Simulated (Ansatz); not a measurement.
Bulk crystal (Ti) after relaxation:

```cif
data_structure
_symmetry_space_group_name_H-M 'P 1'
_symmetry_Int_Tables_number 1
_cell_length_a 2.9076
_cell_length_b 2.9076
_cell_length_c 2.9076
_cell_angle_alpha 60.000
_cell_angle_beta 60.000
_cell_angle_gamma 60.000
_cell_volume 17.38
loop_
_atom_site_label
_atom_site_type_symbol
_atom_site_fract_x
_atom_site_fract_y
_atom_site_fract_z
_atom_site_occupancy
Ti1 Ti 0.00000 0.00000 0.00000 1
```

Miller indices refer to the conventional cell of Fm-3m (No. 225), a = 4.112 Å, b = 4.112 Å, c = 4.112 Å, α = 90.00°, β = 90.00°, γ = 90.00°.

The (111) slab of 5 planes, 9.5 Å thick with 15 Å of vacuum as cut; outer planes Ti (top) and Ti (bottom).

Level of theory: DFT PBE, scalar-relativistic, plane waves, PAW in Ansatz 0.2.0. Cutoff 420 eV; k points 12×12×1 on the computed 5-atom cell (Γ-centred); Gaussian smearing, width 0.10 eV; no spin polarisation. The cell repeats along c with a dipole correction in the vacuum.

With the atoms at the bulk's places:

| Item | Value |
| --- | --- |
| Surface energy (mean of both faces) | 1.92 J/m² |
| Work function | 4.53 eV |

Question: What changes when all atoms relax within this surface cell and its symmetry?

Answer: The energy falls by 0.097 J/m² a face, and the largest move is 0.13 Å.

* Surface energy (mean of both faces): 1.83 J/m²
* Work function: 4.49 eV

```csv
plane (bottom to top),atoms,"spacing to next, bulk (Å)",relaxed (Å),change (%)
1,Ti,2.374,2.209,-7.0
2,Ti,2.374,2.406,+1.3
3,Ti,2.374,2.406,+1.3
4,Ti,2.374,2.209,-7.0
5,Ti,,,
```

The reference crystal is the fcc form of Ti, which isn't its usual structure.